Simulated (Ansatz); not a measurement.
The system is Re.

```xyz
4
Lattice="2.7664 0.0000 0.0000 -1.3832 2.3958 0.0000 0.0000 0.0000 8.9388" Properties=species:S:1:pos:R:3 pbc="T T T"
Re    1.3832    0.7986    6.7041
Re    0.0000    0.0000    4.4694
Re    0.0000    1.5972    2.2347
Re    0.0000    0.0000    0.0000
```

```yaml
Program: Ansatz 0.2.0
Task: relaxation of cell and atoms
Functional: LDA
Potentials_or_basis: Ansatz PAW
Cutoff: "420 eV (not typed: the program's choice for these potentials)"
k_mesh: 11 × 11 × 3
Occupations: fermi-dirac, width 0.05 eV
Spin: no spin polarisation
```

At the start: volume 14.81 Å³/atom.

Problem. How do energy, volume and symmetry change on relaxing?

Solution. It ends after 5 steps and the volume is 14.32 Å³/atom (-3.3 %); space group P6_3/mmc (No. 194, to 0.05 Å).

Step by step:
```csv
step,energy change (eV),largest force (eV/Å),volume (Å³)
1,0.0000,0.0000,59.24
2,-0.0781,0.0000,57.57
3,-0.0800,0.0000,57.28
4,-0.0800,0.0000,57.30
5,-0.0786,0.0000,57.30
```

Final structure:
```
Re
1.0
     2.73624    0.00000    0.00000
    -1.36812    2.36965    0.00000
     0.00000    0.00000    8.83659
Re
4
Direct
  0.66667 0.33333 0.75000
  0.00000 0.00000 0.50000
  0.33333 0.66667 0.25000
  0.00000 0.00000 0.00000
```

Caveat: the plane-wave basis is chosen anew once the cell has moved, so the energies of steps on either side of that aren't comparable; the PAW data sets come from PBE, with cores solved anew for the run's functional, which leaves a small shift of forces and pressure.
